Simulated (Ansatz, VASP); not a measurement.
# PbF2 in VASP and in Ansatz

```xyz
3
Lattice="0.0000 2.9921 2.9921 2.9699 0.0223 2.9699 2.9699 2.9699 0.0223" Properties=species:S:1:pos:R:3 pbc="T T T"
Pb    0.0000    0.0000    0.0000
F     1.4849    1.4961    1.4961
F     4.4548    4.4882    4.4882
```

Change from the starting cell: strain +0.0150 x Voigt [0, 0, 0, 1, 0, 0], atoms carried along.

Alike in both runs: task single point; functional PBE; k mesh 8 × 8 × 8; occupations gaussian, width 0.05 eV; no spin polarisation.

|  | VASP | Ansatz |
| --- | --- | --- |
| version | VASP 6.6.1 | Ansatz 0.2.0 |
| potentials or method | VASP PAW PBE potentials, release 64 (Pb_d, F) | scalar-relativistic, plane waves, PAW |
| plane-wave cutoff (eV) | 520 | 420 |
| valence electrons in the cell | 28 | 28 |

```csv
,VASP,Ansatz,Ansatz less VASP
gap on the k mesh at the Fermi level (eV),4.42,4.42,+0.003
least direct gap on the mesh (eV),4.56,4.56,+0.002
pressure (GPa),2.0,2.2,+0.20
largest component of the traceless stress (GPa),0.49,0.48,-0.007
rms of the force components (eV/Å),0.020,0.020,-0.0003
```

Atom by atom the forces differ by 0.000 eV/Å (rms over components).

Caveats: spin-orbit coupling is left out, which as a rule narrows the gap of such compounds by several tenths of an eV. A k mesh can miss the band edges.
